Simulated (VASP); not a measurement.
# Bi2Se3 (Paraguanajuatite) (R-3m) in VASP: settings compared, part 2 of 2

VASP 6.6.1.

## 4. Single point, PBEsol (atoms moved at random, drawn with an rms of 0.05 Å)

Contents of INCAR:

```
  PREC = Accurate
  ENCUT = 520
  EDIFF = 1E-7
  ISMEAR = -1
  SIGMA = 0.05
  LREAL = False
  LASPH = True
  NELM = 100
  ALGO = Normal
  ISIF = 2
  LWAVE = False
  LCHARG = True
  GGA = PS
  LVHAR = True
  NBANDS = 32
  KPAR = 2
```

Contents of KPOINTS:

```
Automatic mesh
0
Gamma
  8 8 8
```

Contents of POSCAR:

```
Bi2Se3
1.0
    2.0715000000      1.1959810826      9.5453333333
   -2.0715000000      1.1959810826      9.5453333333
    0.0000000000     -2.3919621653      9.5453333333
Bi Se
2 3
Direct
    0.5979170000      0.5979800000      0.5990690000
    0.4022160000      0.3969570000      0.3997220000
    0.7983710000      0.7931970000      0.7765400000
    0.2144880000      0.2083340000      0.2133400000
   -0.0012930000      0.0046310000     -0.0010770000
```

Potentials or basis: VASP PAW PBE potentials, release 64 (Bi_d, Se).

Launch:

```console
$ cat potpaw_PBE.64/Bi_d/POTCAR potpaw_PBE.64/Se/POTCAR > POTCAR
$ mpirun -np 2 vasp_std > vasp.out
```

OUTCAR:

```text
PREC = Accurate
   ENCUT = 520
   EDIFF = 1E-7
   ISMEAR = -1
   LREAL = False
   LASPH = True
   NELM = 100
   ISIF = 2
   GGA = PS

 ion  position               nearest neighbor table
   1  0.598  0.598  0.599-   4 2.82   4 2.83   4 2.84   5 3.09   5 3.11   5 3.11
   2  0.402  0.397  0.400-   3 2.87   3 2.87   3 2.92   5 3.03   5 3.04   5 3.06
   3  0.798  0.793  0.777-   2 2.87   2 2.87   2 2.92
   4  0.214  0.208  0.213-   1 2.82   1 2.83   1 2.84
   5  0.999  0.005  0.999-   2 3.03   2 3.04   2 3.06   1 3.09   1 3.11   1 3.11

  LATTYP: Found a trigonal (rhomboedric) cell.
 ALAT       =     9.8404710987
 COS(alpha) =     0.9113725833

  Lattice vectors:

 A1 = (   2.0715000000,   1.1959810826,   9.5453333333)
 A2 = (  -2.0715000000,   1.1959810826,   9.5453333333)
 A3 = (   0.0000000000,  -2.3919621653,   9.5453333333)

Analysis of symmetry for initial positions (statically):
=====================================================================
 Subroutine PRICEL returns:
 Original cell was already a primitive cell.

 Routine SETGRP: Setting up the symmetry group for a
 trigonal (rhombohedral) supercell.

 Subroutine GETGRP returns: Found  1 space group operations
 (whereof  1 operations were pure point group operations)
 out of a pool of 12 trial point group operations.

The static configuration has the point symmetry C_1 .

Analysis of symmetry for dynamics (positions and initial velocities):
=====================================================================
 Subroutine PRICEL returns:
 Original cell was already a primitive cell.

 Routine SETGRP: Setting up the symmetry group for a
 trigonal (rhombohedral) supercell.

 Subroutine GETGRP returns: Found  1 space group operations
 (whereof  1 operations were pure point group operations)
 out of a pool of 12 trial point group operations.

[... 125 lines left out ...]
     AMIX     =   0.40;   BMIX     =  1.00
     AMIX_MAG =   1.60;   BMIX_MAG =  1.00
  volume/ion in A,a.u.               =      28.38       191.50
  Fermi-wavevector in a.u.,A,eV,Ry     =   1.140700  2.155610 17.703848  1.301196
  Thomas-Fermi vector in A             =   2.277401
   LORBIT       =      0    0 simple, 1 ext, 2 COOP (PROOUT), +10 PAW based schemes
   GGA     = PS    functional components
   LHFCALC =     F    Hartree Fock is set to
   AEXX    =    0.0000 exact exchange contribution
   IVDW    =     0    specifies the selected vdW correction
   LEPSILON=     F    determine dielectric tensor
   LRPA    =     F    only Hartree local field effects (RPA)
 non-spin polarized calculation
  energy-cutoff  :      520.00
  volume of cell :      141.89
 maximum number of plane-waves:      3857
 NGX is ok and might be reduce to    80
   NGX = 37   NGY = 37   NGZ = 37

 number of electron      48.0000002 magnetization

 Free energy of the ion-electron system (eV)
  ---------------------------------------------------
  ext. energy  EPLUGINS =         0.00000000
  ---------------------------------------------------
  free energy    TOTEN  =       -22.02825647 eV

  energy without entropy =      -22.02808380  energy(sigma->0) =      -22.02817014

 E-fermi :   4.9105     XC(G=0):  -9.6845

 val. band max:        4.7697683498   @ k =   0.0000   0.0000   0.0000
 cond. band min:       5.0374224125   @ k =   0.0000   0.0000   0.0000
 fundamental gap:      0.2676540627
 Fermi energy:         4.9104999941

 k-point     1 :       0.0000    0.0000    0.0000
  band No.  band energies     occupation
      1     -18.2669      2.00000
      2     -18.2668      2.00000
      3     -18.2573      2.00000
      4     -18.2454      2.00000
      5     -18.2453      2.00000
      6     -18.1451      2.00000
[... 829 lines left out ...]
     31       9.5148      0.00000
     32      10.7086      0.00000

 [... further k-points ...]

------------------------ aborting loop because EDIFF is reached ----------------------------------------

  FORCE on cell =-STRESS in cart. coord.  units (eV):
  Direction    XX          YY          ZZ          XY          YZ          ZX
  --------------------------------------------------------------------------------------
  -------------------------------------------------------------------------------------
  Total       -0.1739327     -0.4987314     -0.4292687     -0.0212756     -0.3515421      0.0408558
  in kB       -1.9639946     -5.6315209     -4.8471695     -0.2402375     -3.9695049      0.4613312
  external PRESSURE =      -4.1475616 kB  Pullay stress =       0.0000000 kB

 VOLUME and BASIS-vectors are now :
 -----------------------------------------------------------------------------
  energy-cutoff  :      520.00
  volume of cell :      141.89
      direct lattice vectors                 reciprocal lattice vectors
     2.071500000  1.195981083  9.545333333     0.241370987  0.139355604  0.034921078
    -2.071500000  1.195981083  9.545333333    -0.241370987  0.139355604  0.034921078
     0.000000000 -2.391962165  9.545333333     0.000000000 -0.278711209  0.034921078

 POSITION                                       TOTAL-FORCE (eV/Angst)
 -----------------------------------------------------------------------------------
     -0.00013     -0.00268     17.13355         0.038293     -0.029387      0.403141
      0.01089     -0.00032     11.44385        -0.017366      0.095924      0.272557
      0.01072      0.04603     22.60438        -0.022917     -0.152394     -0.248441
      0.01275     -0.00461      6.07238        -0.069202      0.052188     -0.247296
      2.05923     -1.18941     19.11225         0.071192      0.033668     -0.179962
 -----------------------------------------------------------------------------------
    total drift:                                0.000002      0.000065      0.000049

  FREE ENERGIE OF THE ION-ELECTRON SYSTEM (eV)
  ---------------------------------------------------
  free  energy   TOTEN  =       -22.0282564698 eV

  energy  without entropy=      -22.0280838017  energy(sigma->0) =      -22.02817014
```

OSZICAR:

```text
N       E                     dE             d eps       ncg     rms          rms(c)
DAV:   1     0.466409885113E+03    0.46641E+03   -0.22844E+04 16640   0.156E+03
DAV:   2     0.323620908213E+02   -0.43405E+03   -0.41551E+03 17072   0.412E+02
DAV:   3    -0.204549998188E+02   -0.52817E+02   -0.50115E+02 21816   0.150E+02
DAV:   4    -0.226881915938E+02   -0.22332E+01   -0.22216E+01 18576   0.323E+01
DAV:   5    -0.227687623513E+02   -0.80571E-01   -0.80555E-01 23552   0.634E+00    0.504E+00
DAV:   6    -0.220317388877E+02    0.73702E+00   -0.94482E-01 23392   0.726E+00    0.313E+00
DAV:   7    -0.220275723512E+02    0.41665E-02   -0.31808E-01 20104   0.247E+00    0.164E+00
DAV:   8    -0.220285187822E+02   -0.94643E-03   -0.43723E-02 20336   0.112E+00    0.509E-01
DAV:   9    -0.220281343738E+02    0.38441E-03   -0.19259E-03 21544   0.406E-01    0.124E-01
DAV:  10    -0.220282272286E+02   -0.92855E-04   -0.10448E-03 18952   0.162E-01    0.525E-02
DAV:  11    -0.220282427873E+02   -0.15559E-04   -0.98266E-05 19448   0.636E-02    0.307E-02
DAV:  12    -0.220282562600E+02   -0.13473E-04   -0.33397E-05 18416   0.277E-02    0.610E-03
DAV:  13    -0.220282565588E+02   -0.29884E-06   -0.27130E-06 22616   0.133E-02    0.352E-03
DAV:  14    -0.220282564698E+02    0.89044E-07   -0.44216E-07 17144   0.382E-03
   1 F= -.22028256E+02 E0= -.22028170E+02  d E =-.172668E-03
```

stdout:

```text
POSCAR found type information on POSCAR BiSe
 POSCAR found :  2 types and       5 ions
 scaLAPACK will be used
 -----------------------------------------------------------------------------
|                                                                             |
|                                                                             |
|     You enforced a specific xc type in the INCAR file but a different       |
|     I HOPE YOU KNOW WHAT YOU ARE DOING!                                     |
|                                                                             |
 -----------------------------------------------------------------------------

 LDA part: xc-table for (Slater+PW92), standard interpolation
 POSCAR, INCAR and KPOINTS ok, starting setup
 FFT: planning ... GRIDC
 FFT: planning ... GRID_SOFT
 FFT: planning ... GRID
 WAVECAR not read
 entering main loop
```

Run time: 47 min. Hardware: 2 MPI ranks of Intel Xeon 6975P-C (Granite Rapids), shared host; peak memory 1.6 GiB.

Results:

```
Free energy            : -22.0283 eV
Pressure               : -0.4 GPa
Largest force          : 0.406 eV/Å
Band gap on the k mesh : 0.27 eV, direct
```

Forces on the atoms (eV/Å):
```
Bi   0.038 -0.029  0.403
Bi  -0.017  0.096  0.273
Se  -0.023 -0.152 -0.248
Se  -0.069  0.052 -0.247
Se   0.071  0.034 -0.180
```

Caveat: the PAW data sets were made with another functional, which shifts forces and pressure a little; spin-orbit coupling is left out, which as a rule narrows the gap of such compounds by several tenths of an eV. A k mesh can miss the band edges.

## 5. The runs side by side

```csv
level,cell,ladder,gap on the mesh (eV),pressure (GPa),largest force (eV/Å)
PBE,as given,-,0.21,2.6,0.17
PBEsol,as given,free,0.14,-0.3,0.17
PBEsol,"atoms moved at random, drawn with an rms of 0.05 Å",free,0.27,-0.4,0.41
```

Alike in all rows: task single point; potentials or basis VASP PAW PBE potentials, release 64 (Bi_d, Se); no spin polarisation; k mesh 8 × 8 × 8; cutoff (eV) 520; smearing fermi-dirac 0.05 eV.

Caveats: spin-orbit coupling is left out, which as a rule narrows the gap of such compounds by several tenths of an eV; the PAW data sets were made with another functional, which shifts forces and pressure a little (some runs).

Total energies depend on the potentials used, so only differences within one code and one set of settings carry meaning.
